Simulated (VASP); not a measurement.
The system is CaS.

```
Ca S
1.0
     0.00000    2.73440    2.73440
     2.73440    0.00000    2.73440
     2.73440    2.73440    0.00000
Ca S
1 1
Direct
  0.50000 0.50000 0.50000
  0.00000 0.00000 0.00000
```

The cell was built by a generator and needn't be a form met in nature.

| Quantity | Value |
| --- | --- |
| Program | VASP 6.6.1 |
| Task | relaxation of cell and atoms |
| Functional | PBE |
| Potentials or basis | VASP PAW PBE potentials, release 64 (Ca_sv, S) |
| Cutoff | 600 eV |
| k mesh | 8 × 8 × 8 |
| Occupations | fermi-dirac, width 0.1 eV |
| Spin | no spin polarisation |

At the start: pressure 10.0 GPa; volume 20.44 Å³/atom.

Problem. Where does the relaxation end?

Solution. Over 3 steps the energy falls by 81.3 meV/atom and the volume is 23.34 Å³/atom (+14.2 %); space group Fm-3m (No. 225, to 0.05 Å).

Step by step:
```csv
step,energy change (eV),largest force (eV/Å),pressure (GPa),volume (Å³)
1,0.0000,0.0000,10.01,40.89
2,-0.1454,0.0000,-2.40,48.93
3,-0.1626,0.0000,0.05,46.68
```

Final structure:
```
Ca S
1.0
     0.00000    2.85785    2.85785
     2.85785    0.00000    2.85785
     2.85785    2.85785    0.00000
Ca S
1 1
Direct
  0.50000 0.50000 0.50000
  0.00000 0.00000 0.00000
```
